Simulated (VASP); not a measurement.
The system is KI.

```
CELL_PARAMETERS angstrom
0.00000 3.53277 3.53277
3.53277 0.00000 3.53277
3.53277 3.53277 0.00000
ATOMIC_POSITIONS crystal
I 0.50000 0.50000 0.50000
K 0.00000 0.00000 0.00000
```

- Program: VASP 6.6.1
- Task: relaxation of cell and atoms
- Functional: revPBE
- Potentials or basis: VASP PAW PBE potentials, release 64 (I, K_sv)
- Cutoff: 600 eV
- k mesh: 7 × 7 × 7
- Occupations: fermi-dirac, width 0.05 eV
- Spin: no spin polarisation

At the start: pressure 1.6 GPa; volume 44.09 Å³/atom.

Question: How do energy, volume and symmetry change on relaxing?

Answer: Over 4 steps the energy falls by 27.8 meV/atom and the volume is 50.50 Å³/atom (+14.5 %); space group Fm-3m (No. 225, to 0.05 Å).

Step by step:
```
step  energy change (eV)  largest force (eV/Å)  pressure (GPa)  volume (Å³)
   1              0.0000                0.0000            1.56        88.18
   2             -0.0396                0.0000            0.75        93.78
   3             -0.0551                0.0000            0.11        99.82
   4             -0.0555                0.0000            0.01       101.00
```

Final structure:
```cif
data_structure
_symmetry_space_group_name_H-M 'P 1'
_symmetry_Int_Tables_number 1
_cell_length_a 5.2273
_cell_length_b 5.2273
_cell_length_c 5.2273
_cell_angle_alpha 60.000
_cell_angle_beta 60.000
_cell_angle_gamma 60.000
_cell_volume 101.00
loop_
_atom_site_label
_atom_site_type_symbol
_atom_site_fract_x
_atom_site_fract_y
_atom_site_fract_z
_atom_site_occupancy
I1 I 0.50000 0.50000 0.50000 1
K1 K 0.00000 0.00000 0.00000 1
```

Caveat: the PAW data sets were made with another functional, which shifts forces and pressure a little.
